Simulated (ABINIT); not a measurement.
# SnTe (Fm-3m) in ABINIT: a series of runs

The runs below take SnTe through band structure, equation of state, with LDA-VWN, PBE+D2, LDA-PZ, LDA.

All numbers are computed with ABINIT 10.8.3 (patched build); they aren't measurements. Logs are shortened: lines on timing, memory, paths and dates and some standing lists are left out, and cuts for length are marked. The log counts tension as positive stress, the text compression.

**The experiment to reproduce.**

From a printed reference work, textbook, for a bulk crystal of SnTe at 300 K: band gap 0.18 eV (direct).

How close the calculation comes is told below.

### Step 1. The structure

Symmetry: Fm-3m, No. 225, cubic system. Conventional cell: a = 6.302 Å, b = 6.302 Å, c = 6.302 Å, α = 90.00°, β = 90.00°, γ = 90.00°. Te (site symmetry m-3m) is surrounded by 6 Sn at 3.15 Å. Sn (site symmetry m-3m) is surrounded by 6 Te at 3.15 Å.

### Step 2. Band structure, LDA-VWN

run.abi

```
ndtset 2

pp_dirpath "./"
pseudos "Te.LDA_PW-JTH.xml, Sn.LDA_PW-JTH_sp.xml"

acell 3*1.0 Angstrom
rprim
     0.0000000000     3.1508500000     3.1508500000
     3.1508500000     0.0000000000     3.1508500000
     3.1508500000     3.1508500000     0.0000000000
ntypat 2
znucl 52 50
natom 2
typat 1 2
xred
     0.5000000000     0.5000000000     0.5000000000
     0.0000000000     0.0000000000     0.0000000000

ecut 15.0
pawecutdg 30.0

ixc -1007

occopt 3
tsmear 0.05 eV

nstep 100

iomode 3
prtwf 0
prteig 0
prtebands 0
enunit 1
prtden1 1

kptopt1 1
ngkpt1 7 7 7
nshiftk1 1
shiftk1 0.0 0.0 0.0
nband1 9
tolvrs1 1.0e-9

iscf2 -2
getden2 1
nband2 13
nbdbuf2 2
tolwfr2 1.0e-12
kptopt2 -9
ndivsm2 6
prteig2 1
kptbounds2
     0.0000000000     0.0000000000     0.0000000000
     0.5000000000     0.0000000000     0.5000000000
     0.5000000000     0.2500000000     0.7500000000
     0.3750000000     0.3750000000     0.7500000000
     0.0000000000     0.0000000000     0.0000000000
     0.5000000000     0.5000000000     0.5000000000
     0.6250000000     0.2500000000     0.6250000000
     0.5000000000     0.2500000000     0.7500000000
     0.5000000000     0.5000000000     0.5000000000
     0.3750000000     0.3750000000     0.7500000000
```

Potentials or basis: JTH PAW LDA v2.0 sp.

Started as:

```bash
$ abinit run.abi > log 2>&1
```

run.abo:

```text
.Version 10.8.3 of ABINIT
 DATASET    1 : space group Fm -3 m (#225); Bravais cF (face-center cubic)
================================================================================
 Values of the parameters that define the memory need for DATASET  1.
     intxc =       0    ionmov =       0      iscf =      17    lmnmax =      13
     lnmax =       5     mgfft =      30  mpssoang =       3    mqgrid =    3001
     natom =       2  nloc_mem =       2    nspden =       1   nspinor =       1
    nsppol =       1      nsym =      48    n1xccc =       1    ntypat =       2
    occopt =       3   xclevel =       1
       mpw =        1187          nfft =       27000          nkpt =          20
 PAW method is used; the additional fine FFT grid is defined by:
   mgfftf=        45    nfftf =     91125
================================================================================
================================================================================

 DATASET    2 : space group Fm -3 m (#225); Bravais cF (face-center cubic)
================================================================================
 Values of the parameters that define the memory need for DATASET  2.
     intxc =       0    ionmov =       0      iscf =      -2    lmnmax =      13
     lnmax =       5     mgfft =      30  mpssoang =       3    mqgrid =    3001
     natom =       2  nloc_mem =       2    nspden =       1   nspinor =       1
    nsppol =       1      nsym =      48    n1xccc =       1    ntypat =       2
    occopt =       3   xclevel =       1
       mpw =        1212          nfft =       27000          nkpt =         103
 PAW method is used; the additional fine FFT grid is defined by:
   mgfftf=        45    nfftf =     91125
================================================================================
================================================================================

--------------------------------------------------------------------------------
------------- Echo of variables that govern the present computation ------------
--------------------------------------------------------------------------------
 -outvars: echo values of preprocessed input variables --------
            acell      1.8897261259E+00  1.8897261259E+00  1.8897261259E+00 Bohr
              amu      1.27600000E+02  1.18710000E+02
             ecut      1.50000000E+01 Hartree
           enunit           1
           getden1          0
           getden2          1
             iscf1         17
             iscf2         -2
                       outvar_i_n : Printing only first  50 k-points.
              ixc       -1007
           jdtset        1    2
                       outvar_i_n : Printing only first  50 k-points.
           kptopt1          1
           kptopt2         -9
         kptrlatt        7    0    0      0    7    0      0    0    7
[... 915 lines left out ...]
 Integrated electronic density in atomic spheres:
 ------------------------------------------------
 Atom  Sphere_radius  Integrated_density
    1        2.31107          3.16469449
    2        2.70162          2.29969539

================================================================================

 ----iterations are completed or convergence reached----

 Mean square residual over all n,k,spin=   52.312E-14; max=  99.915E-14
 reduced coordinates (array xred) for    2 atoms
       0.500000000000      0.500000000000      0.500000000000
       0.000000000000      0.000000000000      0.000000000000

 cartesian coordinates (angstrom) at end:
    1      3.15085000000000     3.15085000000000     3.15085000000000
    2      0.00000000000000     0.00000000000000     0.00000000000000
 length scales=  1.889726125908  1.889726125908  1.889726125908 bohr
              =  1.000000000000  1.000000000000  1.000000000000 angstroms
 Eigenvalues (   eV  ) for nkpt= 103  k points:
 kpt#   1, nband= 13, wtk=  1.00000, kpt=  0.0000  0.0000  0.0000 (reduced coord)
 -15.63687   -7.64031   -4.88318   -4.88318   -4.88318    0.60176    0.60176    0.60176
   2.07507    2.07507    2.07507    4.31078    4.32776
 kpt#   2, nband= 13, wtk=  1.00000, kpt=  0.0294  0.0000  0.0294 (reduced coord)
 -15.62709   -7.69813   -4.90227   -4.90227   -4.80097    0.41574    0.60108    0.60108
   2.00715    2.13182    2.13182    4.32313    4.44373
 kpt#   3, nband= 13, wtk=  1.00000, kpt=  0.0588  0.0000  0.0588 (reduced coord)
 -15.59789   -7.85258   -4.95796   -4.95796   -4.57557   -0.04876    0.60357    0.60357
   1.83067    2.29558    2.29558    4.35596    4.70288
 kpt#   4, nband= 13, wtk=  1.00000, kpt=  0.0882  0.0000  0.0882 (reduced coord)
 -15.54962   -8.06506   -5.04590   -5.04590   -4.25428   -0.63949    0.61854    0.61854
   1.59519    2.55223    2.55223    4.41181    4.88753
 kpt#   5, nband= 13, wtk=  1.00000, kpt=  0.1176  0.0000  0.1176 (reduced coord)
 -15.48289   -8.30216   -5.15979   -5.15979   -3.89615   -1.24414    0.65381    0.65381
   1.33695    2.88703    2.88703    4.48863    4.98433
 kpt#   6, nband= 13, wtk=  1.00000, kpt=  0.1471  0.0000  0.1471 (reduced coord)
 -15.39864   -8.54201   -5.29248   -5.29248   -3.60637   -1.73751    0.71328    0.71328
[... 278 lines left out ...]
 -14.19140  -10.78641   -6.90664   -5.45829   -4.74328   -1.01071   -0.82829    1.16701
   2.86336    4.79714    5.62024    8.13234    9.30237
 kpt# 100, nband= 13, wtk=  1.00000, kpt=  0.4125  0.4125  0.6750 (reduced coord)
 -14.14551  -10.66193   -7.28098   -5.62504   -4.97716   -0.67496   -0.46065    1.73088
   2.44004    4.84763    5.61984    8.23076    9.79174
 kpt# 101, nband= 13, wtk=  1.00000, kpt=  0.4000  0.4000  0.7000 (reduced coord)
 -14.10492  -10.53275   -7.58989   -5.77373   -5.18511   -0.35155   -0.13697    2.05764
   2.19420    5.00036    5.68973    8.21019    9.98318
 kpt# 102, nband= 13, wtk=  1.00000, kpt=  0.3875  0.3875  0.7250 (reduced coord)
 -14.07511  -10.40764   -7.81728   -5.90190   -5.36820   -0.04984    0.12048    1.72962
   2.53254    5.22837    5.83578    8.21544    9.69375
 kpt# 103, nband= 13, wtk=  1.00000, kpt=  0.3750  0.3750  0.7500 (reduced coord)
 -14.06181  -10.29592   -7.94757   -6.00799   -5.52714    0.22302    0.28604    1.47508
   2.73601    5.48489    6.06154    8.36170    9.31845

== END DATASET(S) ==============================================================
================================================================================

 -outvars: echo values of variables after computation  --------
            acell      1.8897261259E+00  1.8897261259E+00  1.8897261259E+00 Bohr
           etotal1    -1.2128866187E+01
            fcart1    -0.0000000000E+00 -0.0000000000E+00 -0.0000000000E+00
                      -0.0000000000E+00 -0.0000000000E+00 -0.0000000000E+00
            rprim      0.0000000000E+00  3.1508500000E+00  3.1508500000E+00
                       3.1508500000E+00  0.0000000000E+00  3.1508500000E+00
                       3.1508500000E+00  3.1508500000E+00  0.0000000000E+00
           strten1     5.8860607143E-05  5.8860607143E-05  5.8860607143E-05
                       0.0000000000E+00  0.0000000000E+00  0.0000000000E+00
           xangst      3.1508500000E+00  3.1508500000E+00  3.1508500000E+00
                       0.0000000000E+00  0.0000000000E+00  0.0000000000E+00
             xred      5.0000000000E-01  5.0000000000E-01  5.0000000000E-01
                       0.0000000000E+00  0.0000000000E+00  0.0000000000E+00
 Calculation completed.
```

Wall time 29 s (1 thread of Arm Neoverse V1, shared host); peak memory 0.11 GiB.

Results:

```yaml
Free_energy: -330.0433 eV
Pressure: -1.7 GPa
Band_gap_along_the_path: 0.11 eV, indirect (least direct gap 0.13 eV)
Valence_electrons_inside_the_program's_atomic_spheres: Te 3.16; Sn 2.30
```

Levels at the corners of the path, in eV from the Fermi level:
```csv
point,band 2,band 3,band 4,band 5,band 6,band 7,band 8,band 9
Γ,-4.87,-2.12,-2.12,-2.12,3.37,3.37,3.37,4.84
X,-6.63,-5.58,-3.73,-3.73,2.17,4.90,4.90,6.27
W,-7.49,-4.83,-4.83,-0.85,0.79,4.66,4.66,6.08
K,-7.53,-5.18,-3.24,-2.76,2.99,3.05,4.24,5.50
Γ,-4.87,-2.12,-2.12,-2.12,3.37,3.37,3.37,4.84
L,-8.41,-1.80,-1.80,-0.08,0.05,0.31,0.31,7.83
U,-7.53,-5.18,-3.24,-2.76,2.99,3.05,4.24,5.50
W,-7.49,-4.83,-4.83,-0.85,0.79,4.66,4.66,6.08
L,-8.41,-1.80,-1.80,-0.08,0.05,0.31,0.31,7.83
K,-7.53,-5.18,-3.24,-2.76,2.99,3.05,4.24,5.50
```

Caveat: this odd mesh misses L, where the gap lies, so gap, dielectric constants and Born charges aren't listed; spin-orbit coupling is left out, which moves the levels of the heavy elements; this set keeps more shells in the core, which shifts pressures and gaps.

### Step 3. Equation of state, PBE+D2

run.abi

```
# Datasets: one volume each
ndtset 7
getwfk -1
scalecart1 3*0.9795861087
scalecart2 3*0.9864848297
scalecart3 3*0.9932883884
scalecart4 3*1.0000000000
scalecart5 3*1.0066227096
scalecart6 3*1.0131594038
scalecart7 3*1.0196128224

# Pseudopotentials
pp_dirpath "./"
pseudos "Te.GGA_PBE-JTH.xml, Sn.GGA_PBE-JTH.xml"

# Structure
acell 3*1.0 Angstrom
rprim
     0.0000000000     3.1508500000     3.1508500000
     3.1508500000     0.0000000000     3.1508500000
     3.1508500000     3.1508500000     0.0000000000
ntypat 2
znucl 52 50
natom 2
typat 1 2
xred
     0.5000000000     0.5000000000     0.5000000000
     0.0000000000     0.0000000000     0.0000000000

# Plane-wave basis
ecut 15.0
pawecutdg 30.0

# k points
kptopt 1
ngkpt 7 7 7
nshiftk 1
shiftk 0.0 0.0 0.0

# Exchange and correlation
ixc 11
vdw_xc 5

# Bands and occupations
nband 14
occopt 3
tsmear 0.05 eV

# SCF cycle
nstep 100
tolvrs 1.0e-9

# Output
iomode 3
prtwf 1
prtden 0
prteig 0
prtebands 0
enunit 2
```

Potentials or basis: JTH PAW PBE v2.0.

Started as:

```bash
$ abinit run.abi > log 2>&1
```

Run time: 73 s. Hardware: 1 thread of Arm Neoverse V1, shared host; peak memory 0.14 GiB.

The run converged. Its results:

```yaml
Equilibrium_volume: 31.03 Å³/atom
Bulk_modulus: 42 GPa
Pressure_derivative_of_the_bulk_modulus: 4.7
```

Energy against volume, from the lowest point:
| volume (Å³/atom) | energy (meV/atom) |
| --- | --- |
| 29.404 | 11.91 |
| 30.030 | 4.12 |
| 30.656 | 0.29 |
| 31.281 | 0.00 |
| 31.907 | 2.79 |
| 32.532 | 8.37 |
| 33.158 | 16.46 |

Caveat: the cutoff is too short for stress, so the log's stress isn't used; pressures at fixed basis lie under the slope of the energies; this odd mesh misses L, where the gap lies, so gap, dielectric constants and Born charges aren't listed.

### Step 4. Equation of state, LDA-PZ

run.abi

```
ndtset 7
getwfk -1
scalecart1 3*0.9795861087
scalecart2 3*0.9864848297
scalecart3 3*0.9932883884
scalecart4 3*1.0000000000
scalecart5 3*1.0066227096
scalecart6 3*1.0131594038
scalecart7 3*1.0196128224

pp_dirpath "./"
pseudos "Te.LDA_PW-JTH.xml, Sn.LDA_PW-JTH.xml"

acell 8.4205719959 8.4205719959 8.4205719959
rprim
     0.0000000000     0.7071067812     0.7071067812
     0.7071067812     0.0000000000     0.7071067812
     0.7071067812     0.7071067812     0.0000000000
ntypat 2
znucl 52 50
natom 2
typat 1 2
xred
     0.5000000000     0.5000000000     0.5000000000
     0.0000000000     0.0000000000     0.0000000000

ecut 408.170794 eV
pawecutdg 30.0

kptopt 1
ngkpt 7 7 7
nshiftk 1
shiftk 0.0 0.0 0.0

ixc 2

nband 14
occopt 3
tsmear 0.05 eV

nstep 100
tolvrs 1.0e-9

iomode 3
prtwf 1
prtden 0
prteig 0
prtebands 0
```

Potentials or basis: JTH PAW LDA v2.0.

Started as:

```bash
$ abinit run.abi > log 2>&1
```

run.abo:

```text
.Version 10.8.3 of ABINIT
 DATASET    1 : space group Fm -3 m (#225); Bravais cF (face-center cubic)
================================================================================
 Values of the parameters that define the memory need for DATASET  1.
     intxc =       0    ionmov =       0      iscf =      17    lmnmax =      18
     lnmax =       6     mgfft =      30  mpssoang =       3    mqgrid =    3001
     natom =       2  nloc_mem =       2    nspden =       1   nspinor =       1
    nsppol =       1      nsym =      48    n1xccc =       1    ntypat =       2
    occopt =       3   xclevel =       1
       mpw =        1117          nfft =       27000          nkpt =          20
 PAW method is used; the additional fine FFT grid is defined by:
   mgfftf=        45    nfftf =     91125
================================================================================
================================================================================
[... 71 lines left out ...]
 DATASET    7 : space group Fm -3 m (#225); Bravais cF (face-center cubic)
[... 1434 lines left out ...]
                      -0.0000000000E+00 -0.0000000000E+00 -0.0000000000E+00
            fcart5    -0.0000000000E+00 -0.0000000000E+00 -0.0000000000E+00
                      -0.0000000000E+00 -0.0000000000E+00 -0.0000000000E+00
[... 38 lines left out ...]
                       0.0000000000E+00  0.0000000000E+00  0.0000000000E+00
           xangst1     3.0865288886E+00  3.0865288886E+00  3.0865288886E+00
                       0.0000000000E+00  0.0000000000E+00  0.0000000000E+00
           xangst2     3.1082657236E+00  3.1082657236E+00  3.1082657236E+00
                       0.0000000000E+00  0.0000000000E+00  0.0000000000E+00
           xangst3     3.1297027165E+00  3.1297027165E+00  3.1297027165E+00
                       0.0000000000E+00  0.0000000000E+00  0.0000000000E+00
           xangst4     3.1508499979E+00  3.1508499979E+00  3.1508499979E+00
                       0.0000000000E+00  0.0000000000E+00  0.0000000000E+00
           xangst5     3.1717171624E+00  3.1717171624E+00  3.1717171624E+00
                       0.0000000000E+00  0.0000000000E+00  0.0000000000E+00
           xangst6     3.1923133054E+00  3.1923133054E+00  3.1923133054E+00
                       0.0000000000E+00  0.0000000000E+00  0.0000000000E+00
           xangst7     3.2126470593E+00  3.2126470593E+00  3.2126470593E+00
                       0.0000000000E+00  0.0000000000E+00  0.0000000000E+00
             xred      5.0000000000E-01  5.0000000000E-01  5.0000000000E-01
                       0.0000000000E+00  0.0000000000E+00  0.0000000000E+00
 Calculation completed.
```

Wall time 64 s (1 thread of Arm Neoverse V1, shared host); peak memory 0.11 GiB.

What came out:

```
Equilibrium volume                      : 30.23 Å³/atom
Bulk modulus                            : 50 GPa
Pressure derivative of the bulk modulus : 4.1 (rough: it moves with the points fitted)
```

Energy against volume, from the lowest point:
```csv
volume (Å³/atom),energy (meV/atom)
29.404,3.57
30.030,0.00
30.656,0.74
31.281,5.21
31.907,13.06
32.532,24.00
33.158,37.72
```

Caveat: the cutoff is too short for stress, so the log's stress isn't used; pressures at fixed basis lie under the slope of the energies; this odd mesh misses L, where the gap lies, so gap, dielectric constants and Born charges aren't listed.

### Step 5. Equation of state, LDA

run.abi, as its differences from that of step 4:

```diff
@@ -1 +1,2 @@
+# Datasets: one volume each
 ndtset 7
@@ -10,2 +11,3 @@
 
+# Pseudopotentials
 pp_dirpath "./"
@@ -13,3 +15,4 @@
 
-acell 8.4205719959 8.4205719959 8.4205719959
+# Structure
+acell 4.455974803 4.455974803 4.455974803 Angstrom
 rprim
@@ -26,5 +29,7 @@
 
-ecut 408.170794 eV
-pawecutdg 30.0
+# Plane-wave basis
+ecut 10.0
+pawecutdg 20.0
 
+# k points
 kptopt 1
@@ -34,4 +39,6 @@
 
-ixc 2
+# Exchange and correlation
+ixc 7
 
+# Bands and occupations
 nband 14
@@ -40,2 +47,3 @@
 
+# SCF cycle
 nstep 100
@@ -43,2 +51,3 @@
 
+# Output
 iomode 3
@@ -48 +57,2 @@
 prtebands 0
+enunit 2
```

Started as:

```bash
$ abinit run.abi > log 2>&1
```

Wall time 35 s (1 thread of Arm Neoverse V1, shared host); peak memory 0.11 GiB.

The run converged. Its results:

```yaml
Equilibrium_volume: "30.47 Å³/atom (rough: see the caveat)"
Bulk_modulus: 75 GPa (rough)
```

Energy against volume, from the lowest point:
```tsv
volume (Å³/atom)	energy (meV/atom)
29.404	18.77
30.030	0.00
30.656	6.83
31.281	16.01
31.907	13.48
32.532	19.00
33.158	33.15
```

Caveat: the cutoff is too short for stress, so the log's stress isn't used; pressures at fixed basis lie under the slope of the energies; the fit is doubtful: noisy points or a state that changes with volume; this odd mesh misses L, where the gap lies, so gap, dielectric constants and Born charges aren't listed. Spin-orbit coupling is left out, which matters for the levels of Te.

### Step 6. The runs side by side

```tsv
task	level	potentials or basis	cutoff (eV)	fine-grid cutoff	V0 of scaled cells (Å³/atom)	B0 (GPa)
band structure	LDA-VWN	JTH PAW LDA v2.0 sp	408	816.342 eV	-	-
equation of state	PBE+D2	JTH PAW PBE v2.0	408	816.342 eV	31.03	42
equation of state	LDA-PZ	JTH PAW LDA v2.0	408	816.342 eV	30.23	50
equation of state	LDA	JTH PAW LDA v2.0	272	544.228 eV	-	-
```

Alike in all rows: no spin polarisation; cell as given; k mesh 7 × 7 × 7; smearing fermi-dirac 0.05 eV.

Caveats: pressures at fixed basis lie under the slope of the energies (some runs); spin-orbit coupling is left out, which moves the levels of the heavy elements (some runs); this set keeps more shells in the core, which shifts pressures and gaps (some runs); the fit is doubtful: noisy points or a state that changes with volume (some runs).

Absolute energies hang on the potentials; compare differences alone.

### Step 7. How close it comes

Step 2. A measured gap of SnTe is 0.18 eV (direct; 300 K; a printed reference work, textbook); the calculated 0.11 eV misses it by -0.07 eV. Spin-orbit coupling on Sn, Te is left out. The value is that of LDA-VWN, without temperature or zero-point motion. Semilocal functionals fall short of measured gaps as a rule.
